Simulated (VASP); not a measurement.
Runs of VASP 6.6.1 on WS2. The cell holds a slab with vacuum, 6 atoms: a = 3.183 Å, b = 3.183 Å, c = 23.669 Å, α = 90.00°, β = 90.00°, γ = 120.00°. 

```csv
level,potentials or basis,gap on the mesh (eV),largest force (eV/Å)
BLYP,"VASP PAW PBE potentials, release 64 (W_sv, S)",1.65,0.80
LDA,"VASP PAW LDA potentials, release 64 (W_sv, S)",(a),0.35
RPBE,"VASP PAW PBE potentials, release 64 (W_sv, S)",1.70,(b)
revPBE,"VASP PAW PBE potentials, release 64 (W_sv, S)",1.69,0.40
PBEsol,"VASP PAW PBE potentials, release 64 (W_sv, S)",1.64,0.10
PW91,"VASP PAW PBE potentials, release 64 (W_sv, S)",1.66,0.33
```

Alike in all rows: task band structure; no spin polarisation; cell as given; k mesh 7 × 7 × 2; cutoff (eV) 520; smearing fermi-dirac 0.05 eV.

**Question.** Fill in the values left out.

**Answer.** (a) 1.60; (b) 0.45.

Caveats: spin-orbit coupling is left out, which moves the levels of the heavy elements; the PAW data sets were made with another functional, which shifts forces and pressure a little (some runs).

A k mesh can miss the band edges, and the runs leave out spin-orbit coupling on W.

Runs at the PBE level aren't shown here.
